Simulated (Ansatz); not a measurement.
## Nudged elastic band run: Si8O14F

Input file:

```yaml
crystal:
  lattice:
    - [-4.1617, -4.1617, 0.0]
    - [4.1617, -4.1617, 0.0]
    - [0.0, 0.0, 5.3266]
  atoms:
    - { symbol: Si, position: [0.49931352, 0.49977079, 0.00103404] }
    - { symbol: Si, position: [-0.00224224, 0.49991047, 0.25214731] }
    - { symbol: O, position: [0.1924199, 0.49984313, 0.00097678] }
    - { symbol: O, position: [-0.00348234, 0.19317356, 0.25758502] }
    - { symbol: O, position: [0.80170043, 0.49984643, 0.00103636] }
    - { symbol: O, position: [-0.00357934, 0.80662678, 0.25766101] }
    - { symbol: Si, position: [0.494848, 0.49978589, 0.50102698] }
    - { symbol: Si, position: [-0.00230825, 0.49994064, 0.74985527] }
    - { symbol: O, position: [0.1937332, 0.4998953, 0.50103984] }
    - { symbol: O, position: [-0.00362622, 0.19317181, 0.74438956] }
    - { symbol: O, position: [0.80106741, 0.49977614, 0.50097722] }
    - { symbol: O, position: [-0.00369383, 0.80663165, 0.74433656] }
    - { symbol: Si, position: [0.01492447, -0.00014762, 0.00102841] }
    - { symbol: Si, position: [0.52544871, -0.00026385, 0.24582369] }
    - { symbol: O, position: [0.70796576, -0.00023376, 0.00099478] }
    - { symbol: O, position: [0.49785142, 0.69503747, 0.25268111] }
    - { symbol: O, position: [0.31622115, -0.00021156, 0.00098454] }
    - { symbol: O, position: [0.49785816, 0.30446928, 0.25266496] }
    - { symbol: Si, position: [-0.11994562, 0.00014907, 0.50099939] }
    - { symbol: Si, position: [0.52525122, -0.00024879, 0.75626739] }
    - { symbol: O, position: [0.49787676, 0.69501577, 0.74938465] }
    - { symbol: F, position: [0.32874146, -0.00013966, 0.50094552] }
    - { symbol: O, position: [0.49788737, 0.30446656, 0.74936972] }
magnetization:
  spin_polarized: true
basis:
  ecutwfc: 420.0
kpoints:
  mp_grid: { grid: [2, 2, 2] }
hamiltonian:
  xc: pbe
  pseudopotentials: { kind: paw, azcp: { folder: soft_1 } }
scf:
  occupations: { method: gaussian, width: 0.05 }
  lower_state_search: "off"
neb:
  images: 3
  f_tol: 0.03
  initial_path: linear
  max_iterations: 80
  final_atoms:
    - { symbol: Si, position: [0.49833454, 0.5, 0.0] }
    - { symbol: Si, position: [-7.79e-06, 0.5, 0.25120344] }
    - { symbol: O, position: [0.1959409, 0.5, 0.0] }
    - { symbol: O, position: [0.0013269, 0.19320533, 0.25679627] }
    - { symbol: O, position: [0.80526603, 0.5, 0.0] }
    - { symbol: O, position: [0.0013269, 0.80679467, 0.25679627] }
    - { symbol: Si, position: [0.50283078, 0.5, 0.5] }
    - { symbol: Si, position: [-7.79e-06, 0.5, 0.74879656] }
    - { symbol: O, position: [0.19659283, 0.5, 0.5] }
    - { symbol: O, position: [0.0013269, 0.19320533, 0.74320373] }
    - { symbol: O, position: [0.80394282, 0.5, 0.5] }
    - { symbol: O, position: [0.0013269, 0.80679467, 0.74320373] }
    - { symbol: Si, position: [-0.01715311, 0.0, 0.0] }
    - { symbol: Si, position: [0.47234095, 0.0, 0.2448147] }
    - { symbol: O, position: [0.68154865, 0.0, 0.0] }
    - { symbol: O, position: [0.49977739, 0.69528077, 0.25167342] }
    - { symbol: O, position: [0.28973427, 0.0, 0.0] }
    - { symbol: O, position: [0.49977739, 0.30471923, 0.25167342] }
    - { symbol: Si, position: [0.11757832, 0.0, 0.5] }
    - { symbol: Si, position: [0.47234095, 0.0, 0.7551853] }
    - { symbol: O, position: [0.49977739, 0.69528077, 0.74832658] }
    - { symbol: F, position: [0.66910047, 0.0, 0.5] }
    - { symbol: O, position: [0.49977739, 0.30471923, 0.74832658] }
  order_check: true
```

Command:

```bash
$ ansatz run input.yaml --threads 2 --pin off --max-ram 5120MiB --backend cpu --events-out ev --progress --plain --runs-dir out
```

Output, in part (warnings, iteration lines):

```
NEB end point (image 0): max|allowed force component| = 2.745e-2 eV/Å (the criterion of neb.relax_end_points is 1.000e-2)
NEB end point (image 4): max|allowed force component| = 1.271e-2 eV/Å (the criterion of neb.relax_end_points is 1.000e-2)
NEB iter   1: max|band force component| = 1.838e1 eV/Å  barrier→ = 10.9492 eV  barrier← = 10.9493 eV  Δτ_max = 0.0677 Å  (54 SCF iters)
NEB iter   2: max|band force component| = 9.601e0 eV/Å  barrier→ = 8.7569 eV  barrier← = 8.7570 eV  Δτ_max = 0.0786 Å  (28 SCF iters)
NEB iter   3: max|band force component| = 1.249e0 eV/Å  barrier→ = 7.5005 eV  barrier← = 7.5006 eV  Δτ_max = 0.0225 Å  (28 SCF iters)
NEB iter   4: max|band force component| = 1.582e-1 eV/Å  barrier→ = 7.4525 eV  barrier← = 7.4526 eV  CI = image 2  Δτ_max = 0.0117 Å  (24 SCF iters)
NEB iter   5: max|band force component| = 9.108e-2 eV/Å  barrier→ = 7.4513 eV  barrier← = 7.4514 eV  CI = image 2  Δτ_max = 0.0083 Å  (25 SCF iters)
NEB iter   6: max|band force component| = 4.344e-2 eV/Å  barrier→ = 7.4513 eV  barrier← = 7.4514 eV  CI = image 2  Δτ_max = 0.0033 Å  (22 SCF iters)
NEB iter   7: max|band force component| = 1.797e-2 eV/Å  barrier→ = 7.4512 eV  barrier← = 7.4513 eV  CI = image 2  CI's point: of higher order  Δτ_max = 0.1000 Å  (143 SCF iters)
NEB iter   8: max|band force component| = 1.074e0 eV/Å  barrier→ = 7.3211 eV  barrier← = 7.3212 eV  CI = image 2  Δτ_max = 0.0142 Å  (29 SCF iters)
[... lines left out ...]
NEB iter  18: max|band force component| = 3.880e-2 eV/Å  barrier→ = 6.1913 eV  barrier← = 6.1914 eV  CI = image 2  Δτ_max = 0.0035 Å  (17 SCF iters)
NEB iter  19: max|band force component| = 3.116e-2 eV/Å  barrier→ = 6.1911 eV  barrier← = 6.1912 eV  CI = image 2  Δτ_max = 0.0035 Å  (16 SCF iters)
NEB iter  20: max|band force component| = 1.914e-2 eV/Å  barrier→ = 6.1910 eV  barrier← = 6.1911 eV  CI = image 2  Δτ_max = 0.0028 Å  (16 SCF iters)
```

It converged. The band force fell under the threshold earlier too, but the program's further tests of the path sent the band on. Neighbouring images differ by up to 3.3 eV, so the band resolves the path poorly. By the program's own check the climbing image is of a kind that is not told: the force calls were inconclusive, a negative curvature could not be distinguished from the path's own, the only one lies far off the path, or fixed occupations may fill a level only in part (lowest curvatures found: -20.28 and 0.41 eV/Å²). Limits of this set-up: coarse k mesh.

Final band:

```
image  path coordinate (Å)  energy (eV)
    0                 0.00         0.00
    1                 0.82         3.27
    2                 1.63         6.19
    3                 2.42         2.95
    4                 3.20         0.00
```

The run took 11 min on 2 threads of Arm Neoverse V1, on a shared host, peak memory 1.1 GiB.
